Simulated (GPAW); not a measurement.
# TePb (Fm-3m) in GPAW: notebook

Aim: see how the results for TePb move with the level of theory and the settings. Levels: PBE+D4, C09-vdW, optB88-vdW. Tasks: equation of state, band structure.

Program: GPAW 26.7.0. These are calculated values, not measurements. Logs are shortened: lines on timing, memory, paths and dates and some standing lists are left out, and cuts for length are marked. The log counts tension as positive stress, the text compression.

**Measured values to compare with.**

From a printed reference work, monograph, for a bulk crystal of TePb at 4.2 K: band gap 0.19 eV (direct).

The results are compared with them further down.

## (1) Starting point

Symmetry: Fm-3m, No. 225, cubic system. The conventional cell has a = 6.462 Å, b = 6.462 Å, c = 6.462 Å, α = 90.00°, β = 90.00°, γ = 90.00°. Around Pb (site symmetry m-3m) lie 6 Te at 3.23 Å. Around Te (site symmetry m-3m) lie 6 Pb at 3.23 Å.

## (2) Equation of state, PBE+D4

The input, run.py:

```python
import spglib
from ase import Atoms
from ase.calculators.mixing import SumCalculator
from ase.eos import EquationOfState
from ase.io import Trajectory, read
from ase.units import GPa
from dftd4.ase import DFTD4
from gpaw import GPAW, PW

atoms = read('TePb.cif')
cell, positions, numbers = spglib.find_primitive(
    (atoms.cell[:], atoms.get_scaled_positions(), atoms.numbers), symprec=1e-4)
atoms = Atoms(numbers, cell=cell, scaled_positions=positions, pbc=True)

traj = Trajectory('eos.traj', 'w')
volumes, energies = [], []
for x in [0.94, 0.96, 0.98, 1.0, 1.02, 1.04, 1.06]:
    a = atoms.copy()
    a.set_cell(atoms.cell * x**(1 / 3), scale_atoms=True)
    calc = GPAW(mode=PW(600),
                xc='PBE',
                kpts={'size': (6, 6, 6), 'gamma': True},
                occupations={'name': 'fermi-dirac', 'width': 0.05},
                nbands=19,
                convergence={'density': 1e-05, 'energy': 1e-05},
                maxiter=150,
                txt=f'eos-{x:.2f}.txt')
    a.calc = SumCalculator([calc, DFTD4(method='pbe')])
    energies.append(a.get_potential_energy())
    volumes.append(a.get_volume())
    p = -a.get_stress()[:3].mean() / GPa
    calc.write(f'eos-{x:.2f}.gpw')
    traj.write(a)
    print(f'{x:.2f} {volumes[-1]:10.4f} A^3 {energies[-1]:14.6f} eV {p:9.3f} GPa', flush=True)

v0, e0, B = EquationOfState(volumes, energies, eos='birchmurnaghan').fit()
print(f'V0 = {v0:.4f} A^3, E0 = {e0:.6f} eV, B0 = {B / GPa:.2f} GPa')
```

The input, TePb.cif:

```cif
data_TePb
_cell_length_a 6.46200000
_cell_length_b 6.46200000
_cell_length_c 6.46200000
_cell_angle_alpha 90.00000000
_cell_angle_beta 90.00000000
_cell_angle_gamma 90.00000000
_space_group_name_H-M_alt 'Fm-3m'
_space_group_name_Hall '-F 4 2 3'
_space_group_IT_number 225
loop_
_space_group_symop_operation_xyz
'x,y,z'
'-x,-y,-z'
'-y,x,z'
'y,-x,-z'
'-x,-y,z'
'x,y,-z'
'y,-x,z'
'-y,x,-z'
'x,-y,-z'
'-x,y,z'
'-y,-x,-z'
'y,x,z'
'-x,y,-z'
'x,-y,z'
'y,x,-z'
'-y,-x,z'
'z,x,y'
'-z,-x,-y'
'z,-y,x'
'-z,y,-x'
'z,-x,-y'
'-z,x,y'
'z,y,-x'
'-z,-y,x'
'-z,x,-y'
'z,-x,y'
'-z,-y,-x'
'z,y,x'
'-z,-x,y'
'z,x,-y'
'-z,y,x'
'z,-y,-x'
'y,z,x'
'-y,-z,-x'
'x,z,-y'
'-x,-z,y'
'-y,z,-x'
'y,-z,x'
'-x,z,y'
'x,-z,-y'
'-y,-z,x'
'y,z,-x'
'-x,-z,-y'
'x,z,y'
'y,-z,-x'
'-y,z,x'
'x,-z,y'
'-x,z,-y'
'x,y+1/2,z+1/2'
'-x,-y+1/2,-z+1/2'
'-y,x+1/2,z+1/2'
[... 62 lines left out ...]
'-z+1/2,-x,-y+1/2'
'z+1/2,-y,x+1/2'
'-z+1/2,y,-x+1/2'
'z+1/2,-x,-y+1/2'
'-z+1/2,x,y+1/2'
'z+1/2,y,-x+1/2'
'-z+1/2,-y,x+1/2'
'-z+1/2,x,-y+1/2'
'z+1/2,-x,y+1/2'
'-z+1/2,-y,-x+1/2'
'z+1/2,y,x+1/2'
'-z+1/2,-x,y+1/2'
'z+1/2,x,-y+1/2'
'-z+1/2,y,x+1/2'
'z+1/2,-y,-x+1/2'
'y+1/2,z,x+1/2'
'-y+1/2,-z,-x+1/2'
'x+1/2,z,-y+1/2'
'-x+1/2,-z,y+1/2'
'-y+1/2,z,-x+1/2'
'y+1/2,-z,x+1/2'
'-x+1/2,z,y+1/2'
'x+1/2,-z,-y+1/2'
'-y+1/2,-z,x+1/2'
'y+1/2,z,-x+1/2'
'-x+1/2,-z,-y+1/2'
'x+1/2,z,y+1/2'
'y+1/2,-z,-x+1/2'
'-y+1/2,z,x+1/2'
'x+1/2,-z,y+1/2'
'-x+1/2,z,-y+1/2'
'x+1/2,y+1/2,z'
'-x+1/2,-y+1/2,-z'
'-y+1/2,x+1/2,z'
'y+1/2,-x+1/2,-z'
'-x+1/2,-y+1/2,z'
'x+1/2,y+1/2,-z'
'y+1/2,-x+1/2,z'
'-y+1/2,x+1/2,-z'
'x+1/2,-y+1/2,-z'
'-x+1/2,y+1/2,z'
'-y+1/2,-x+1/2,-z'
'y+1/2,x+1/2,z'
'-x+1/2,y+1/2,-z'
'x+1/2,-y+1/2,z'
'y+1/2,x+1/2,-z'
'-y+1/2,-x+1/2,z'
'z+1/2,x+1/2,y'
'-z+1/2,-x+1/2,-y'
'z+1/2,-y+1/2,x'
'-z+1/2,y+1/2,-x'
'z+1/2,-x+1/2,-y'
'-z+1/2,x+1/2,y'
'z+1/2,y+1/2,-x'
'-z+1/2,-y+1/2,x'
'-z+1/2,x+1/2,-y'
'z+1/2,-x+1/2,y'
'-z+1/2,-y+1/2,-x'
'z+1/2,y+1/2,x'
'-z+1/2,-x+1/2,y'
'z+1/2,x+1/2,-y'
'-z+1/2,y+1/2,x'
'z+1/2,-y+1/2,-x'
'y+1/2,z+1/2,x'
'-y+1/2,-z+1/2,-x'
'x+1/2,z+1/2,-y'
'-x+1/2,-z+1/2,y'
'-y+1/2,z+1/2,-x'
'y+1/2,-z+1/2,x'
'-x+1/2,z+1/2,y'
'x+1/2,-z+1/2,-y'
'-y+1/2,-z+1/2,x'
'y+1/2,z+1/2,-x'
'-x+1/2,-z+1/2,-y'
'x+1/2,z+1/2,y'
'y+1/2,-z+1/2,-x'
'-y+1/2,z+1/2,x'
'x+1/2,-z+1/2,y'
'-x+1/2,z+1/2,-y'
loop_
_atom_site_label
_atom_site_type_symbol
_atom_site_symmetry_multiplicity
_atom_site_Wyckoff_symbol
_atom_site_fract_x
_atom_site_fract_y
_atom_site_fract_z
_atom_site_occupancy
Pb1 Pb 4 a 0.0000000000 0.0000000000 0.0000000000 1
Te1 Te 4 b 0.5000000000 0.0000000000 0.0000000000 1
```

Potentials or basis: GPAW PAW data sets (gpaw-data 1.2.1), pw.

Command:

```
$ OMP_NUM_THREADS=1 python run.py
```

The log of the run:

```text
__  _  _
 | _ |_)|_||  |
 |__||  | ||/\| - 26.7.0

Input parameters:
  mode=PW(ecut=600.0),
  convergence={'density': 1e-05, 'energy': 1e-05},
  kpts=MonkhorstPack(size=(6, 6, 6), gamma=True),
  maxiter=150,
  nbands=19,
  occupations=Occupations(name='fermi-dirac', width=0.05),
  xc=XC(name='PBE')

Diagonalizing LCAO Hamiltonian
Converting LCAO to pw mode

                 Te

       Pb

Atoms  # Å, Bohr magnetons
|   | symbol |        x |        y |        z |    initial magnetic moments |
|---|--------|----------|----------|----------|-----------------------------|
| 0 |     Pb | 0.000000 | 0.000000 | 0.000000 | ( 0.0000,  0.0000,  0.0000) |
| 1 |     Te | 3.165043 | 3.165043 | 3.165043 | ( 0.0000,  0.0000,  0.0000) |

Unit cell  # Å
| periodic |        x |        y |        z |  lengths |    angles |
|----------|----------|----------|----------|----------|-----------|
|      yes | 0.000000 | 3.165043 | 3.165043 | 4.476046 | 60.000000 |
|      yes | 3.165043 | 0.000000 | 3.165043 | 4.476046 | 60.000000 |
|      yes | 3.165043 | 3.165043 | 0.000000 | 4.476046 | 60.000000 |

Number of symmetries: 48
Symmetry operations  # r_c * U_cc + t_c -> r_c
|    | kind |            matrix            |
|----|------|------------------------------|
|  0 |  σ   |  1, 0, 0,  1, 0,-1,  1,-1, 0 |
|  1 |  C2  |  1, 0, 0,  1,-1, 0,  1, 0,-1 |
|  2 |  E   |  1, 0, 0,  0, 1, 0,  0, 0, 1 |
|  3 |  σ   |  1, 0, 0,  0, 0, 1,  0, 1, 0 |
|  4 |  C4  |  1, 0,-1,  1, 0, 0,  1,-1, 0 |
|  5 |  S6  |  1, 0,-1,  1,-1, 0,  1, 0, 0 |
|  6 |  σ   |  1, 0,-1,  0, 1,-1,  0, 0,-1 |
|  7 |  C3  |  1, 0,-1,  0, 0,-1,  0, 1,-1 |
|  8 |  S6  |  1,-1, 0,  1, 0, 0,  1, 0,-1 |
|  9 |  C4  |  1,-1, 0,  1, 0,-1,  1, 0, 0 |
| 10 |  C3  |  1,-1, 0,  0,-1, 1,  0,-1, 0 |
| 11 |  σ   |  1,-1, 0,  0,-1, 0,  0,-1, 1 |
| 12 |  σ   |  0, 1, 0,  1, 0, 0,  0, 0, 1 |
| 13 |  C4  |  0, 1, 0,  0, 1,-1, -1, 1, 0 |
| 14 |  C3  |  0, 1, 0,  0, 0, 1,  1, 0, 0 |
| 15 |  S6  |  0, 1, 0, -1, 1, 0,  0, 1,-1 |
| 16 |  C2  |  0, 1,-1,  1, 0,-1,  0, 0,-1 |
| 17 |  σ   |  0, 1,-1,  0, 1, 0, -1, 1, 0 |
| 18 |  S4  |  0, 1,-1,  0, 0,-1,  1, 0,-1 |
| 19 |  C4  |  0, 1,-1, -1, 1, 0,  0, 1, 0 |
| 20 |  C3  |  0, 0, 1,  1, 0, 0,  0, 1, 0 |
| 21 |  σ   |  0, 0, 1,  0, 1, 0,  1, 0, 0 |
| 22 |  S6  |  0, 0, 1,  0,-1, 1, -1, 0, 1 |
| 23 |  C4  |  0, 0, 1, -1, 0, 1,  0,-1, 1 |
| 24 |  S4  |  0, 0,-1,  1, 0,-1,  0, 1,-1 |
| 25 |  C3  |  0, 0,-1,  0, 1,-1,  1, 0,-1 |
| 26 |  C2  |  0, 0,-1,  0,-1, 0, -1, 0, 0 |
| 27 |  S6  |  0, 0,-1, -1, 0, 0,  0,-1, 0 |
| 28 |  S4  |  0,-1, 1,  1,-1, 0,  0,-1, 0 |
| 29 |  C4  |  0,-1, 1,  0, 0, 1, -1, 0, 1 |
| 30 |  C2  |  0,-1, 1,  0,-1, 0,  1,-1, 0 |
| 31 |  σ   |  0,-1, 1, -1, 0, 1,  0, 0, 1 |
| 32 |  C3  |  0,-1, 0,  1,-1, 0,  0,-1, 1 |
| 33 |  S6  |  0,-1, 0,  0, 0,-1, -1, 0, 0 |
| 34 |  S4  |  0,-1, 0,  0,-1, 1,  1,-1, 0 |
| 35 |  C2  |  0,-1, 0, -1, 0, 0,  0, 0,-1 |
| 36 |  C2  | -1, 1, 0,  0, 1, 0,  0, 1,-1 |
| 37 |  S6  | -1, 1, 0,  0, 1,-1,  0, 1, 0 |
| 38 |  S4  | -1, 1, 0, -1, 0, 1, -1, 0, 0 |
| 39 |  C3  | -1, 1, 0, -1, 0, 0, -1, 0, 1 |
| 40 |  S6  | -1, 0, 1,  0, 0, 1,  0,-1, 1 |
| 41 |  C2  | -1, 0, 1,  0,-1, 1,  0, 0, 1 |
| 42 |  C3  | -1, 0, 1, -1, 1, 0, -1, 0, 0 |
| 43 |  S4  | -1, 0, 1, -1, 0, 0, -1, 1, 0 |
| 44 |  C2  | -1, 0, 0,  0, 0,-1,  0,-1, 0 |
| 45 |  i   | -1, 0, 0,  0,-1, 0,  0, 0,-1 |
| 46 |  σ   | -1, 0, 0, -1, 1, 0, -1, 0, 1 |
| 47 |  C2  | -1, 0, 0, -1, 0, 1, -1, 1, 0 |

BZ-sampling:
  Number of BZ points: 216
  Number of IBZ points: 16

  Monkhorst-Pack size: [6, 6, 6]
  Monkhorst-Pack shift: [0.08333333333333333, 0.08333333333333333, 0.08333333333333333]

K-points  # in reciprocal-cell coordinates
|     |                                coordinates |     weight |
|-----|--------------------------------------------|------------|
|   0 | (  0.00000000,   0.00000000,   0.00000000) | 0.00462963 |
|   1 | (  0.16666667,   0.16666667,   0.00000000) | 0.02777778 |
|   2 | (  0.16666667,   0.16666667,   0.16666667) | 0.03703704 |
|   3 | (  0.33333333,   0.16666667,   0.16666667) | 0.05555556 |
[... 3 lines left out ...]
|   7 | (  0.33333333,   0.33333333,   0.33333333) | 0.03703704 |
|   8 | (  0.50000000,   0.33333333,  -0.33333333) | 0.11111111 |
|   9 | (  0.50000000,   0.33333333,  -0.16666667) | 0.05555556 |
| ... |                                            |            |
|  15 | (  0.50000000,   0.50000000,   0.50000000) | 0.01851852 |

Plane wave coefficients: 2138
Cutoff: 600.0 eV

Spin-components: 1 (collinear spins)
Bands:           19
Projectors:      11
Spin-degeneracy: 2
Datatype:        complex128

Parallelization:
  kpt:    1
  domain: 1
  band:   1

Density:
  Valence electrons: 20.0
  Components: 1
  Grid points: [27 27 27]
  Charge: 0.0  # |e|

Potential:
  Grid points: [27 27 27]

species:
  Pb:
    name:    Lead
    Z:       82.0
    valence: 14
    core:    68
    charge:  0.0  # [|e|]
    compensation charges:
      type: gauss
      rc: 0.38  # [Å]
      lmax: 2
    cutoffs:
      filter: 2.36  # [Å]
      core: 2.43  # [Å]
    projectors
    | kind |    occ | energy [eV] | rcut [Å] |
    |------|--------|-------------|----------|
    |   6s |  2.000 |     -11.969 |    1.259 |
    |   6p |  2.000 |      -3.506 |    1.275 |
    |   5d | 10.000 |     -21.211 |    1.217 |
    |    s |        |      15.243 |    1.259 |
    |    p |        |      23.705 |    1.275 |
    |    d |        |       6.001 |    1.217 |

    Using partial waves for Pb as LCAO basis

  Te:
    name:    Tellurium
    Z:       52.0
    valence: 6
    core:    46
    charge:  0.0  # [|e|]
    compensation charges:
      type: gauss
      rc: 0.36  # [Å]
      lmax: 2
    cutoffs:
      filter: 2.09  # [Å]
      core: 3.17  # [Å]
    projectors
    | kind |    occ | energy [eV] | rcut [Å] |
    |------|--------|-------------|----------|
    |   5s |  2.000 |     -15.089 |    1.180 |
    |   5p |  4.000 |      -5.955 |    1.196 |
    |    s |        |      12.123 |    1.180 |
    |    p |        |      21.256 |    1.196 |
    |    d |        |       0.000 |    1.238 |

    Using partial waves for Te as LCAO basis

Reference energy: -752065.146798  # eV

eigensolver:
  PPCG
  Converge bands: occupied
  niter=2

density mixing:
  MSR1-Mixer
  Pratt-step length: 0.05
  Maximum mixing coefficient: 0.75
  Old densities: 10
  SVD Regularization: 0.005
  Good broyden scale: 1.0
  Trust region scale: 1.0
  Backstep threshold: 4.0
  History deletion threshold: 6.0
  Fourier metric: weight=20.0, sigma=0.015

occupation numbers:
  Fermi-Dirac:
    width: 0.0500  # eV

poisson solver:
  ecut: 4800.0  # eV

xc functional:
  name: PBE with 2 nearest neighbor stencil

convergence criteria:
- Maximum integral of absolute [dens]ity change: 1e-05 electrons / valence electron
- Maximum [total energy] change in last 3 cyles: 1e-05 eV / valence electron
- Maximum integral of absolute [eigenst]ate change: 4e-08 eV^2 / valence electron
maximum number of iterations: 150

SCF iterations
|iter     | |      energy | eigst |  dens |
|---------|-|-------------|-------|-------|
|iter:   1| |   -7.795809 | -0.10 |       |
|iter:   2| |   -7.780514 | -2.00 | -1.39 |
|iter:   3| |   -7.712088 | -2.21 | -1.43 |
|iter:   4| |   -7.713540 | -3.76 | -2.03 |
|iter:   5| |   -7.713896 | -4.37 | -2.48 |
|iter:   6| |   -7.713906 | -5.86 | -3.33 |
|iter:   7| |   -7.713907c| -6.76 | -3.83 |
|iter:   8| |   -7.713907c| -7.76c| -4.69 |
|iter:   9| |   -7.713907c| -7.93c| -5.43c|

Converged in 9 steps
Energy contributions relative to reference atoms: (reference = -752065.146798)

Energy contributions:
  Kinetic:          25.529033
  Coulomb:         -24.757531
  Zero:              0.138149
  External:          0.000000
  Xc:               -8.623504
  Entropy:          -0.000105
  Spinorbit:         0.000000
  ----------------------------
  Free energy:      -7.713959
  Extrapolated:     -7.713907

dipole moment: (-26.764997, -26.764997, -26.764997)  # |e|*Ang

Fermi level: 6.824
Eigenvalues  # (at kpt = [0.000, 0.000, 0.000])
| band index |      eig [eV] | occ [0-2] |
|------------|---------------|-----------|
|          0 |       -10.337 |     2.000 |
|        ... |               |           |
|          2 |       -10.320 |     2.000 |
|          3 |       -10.320 |     2.000 |
|          4 |       -10.320 |     2.000 |
|          5 |        -6.035 |     2.000 |
|          6 |         1.137 |     2.000 |
|          7 |         4.888 |     2.000 |
[... 9 lines left out ...]
|         17 |        14.391 |     0.000 |
|         18 |        14.568 |     0.000 |

Gap: 0.543 eV
Transition (v -> c):
  (s=0, k=15, n=9, [0.50, 0.50, 0.50]) -> (s=0, k=15, n=10, [0.50, 0.50, 0.50])
No difference between direct/indirect transitions

Stress tensor  # eV/Ang^3
|         x |         y |         z |
|-----------|-----------|-----------|
| -0.032452 | -0.000000 |  0.000000 |
| -0.000000 | -0.032452 |  0.000000 |
|  0.000000 |  0.000000 | -0.032452 |

# Writing to eos-0.94.gpw (mode='')
```

It took 61 s on 1 thread of AMD EPYC 9R14 (Zen 4), shared host; peak memory 0.27 GiB.

Results:

```
Equilibrium volume : 33.61 Å³/atom (rough: see the caveat)
Bulk modulus       : 36 GPa (rough)
```

Energy against volume, from the lowest point:
```csv
volume (Å³/atom),energy (meV/atom)
31.706,17.16
32.380,7.04
33.055,1.50
33.730,0.00
34.404,2.00
35.079,6.42
35.753,10.41
```

Caveat: the fit is doubtful: noisy points or a state that changes with volume. Spin-orbit coupling is left out, which matters for the levels of Pb, Te.

(Part 1 of 2 ends here.)
